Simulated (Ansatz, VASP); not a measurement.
## One calculation of CaO (Lime), two programs

```xyz
2
Lattice="0.0000 2.3733 2.3733 2.3733 0.0000 2.3733 2.3733 2.3733 0.0000" Properties=species:S:1:pos:R:3 pbc="T T T"
Ca    0.0000    0.0000    0.0000
O     2.3733    2.3733    2.3733
```

Alike in both runs: task single point; functional r2SCAN; k mesh 8 × 8 × 8; no spin polarisation.

|  | VASP | Ansatz |
| --- | --- | --- |
| version | VASP 6.6.1 | Ansatz 0.2.0 |
| potentials or method | VASP PAW PBE potentials, release 64 (Ca_sv, O) | plane waves, PAW |
| plane-wave cutoff (eV) | 520 | 500 |
| occupations | gaussian, width 0.01 eV | fixed |
| valence electrons in the cell | 16 | 16 |

|  | VASP | Ansatz | Ansatz less VASP |
| --- | --- | --- | --- |
| gap on the k mesh at the Fermi level (eV) | 4.18 | 4.19 | +0.014 |
| pressure (GPa) | 5.0 | 3.8 | -1.21 |

Caveats: the PAW data sets were made with another functional, which shifts forces and pressure a little (VASP). r2SCAN opens gaps a little over a GGA but as a rule still falls short of measured ones. A k mesh can miss the band edges.
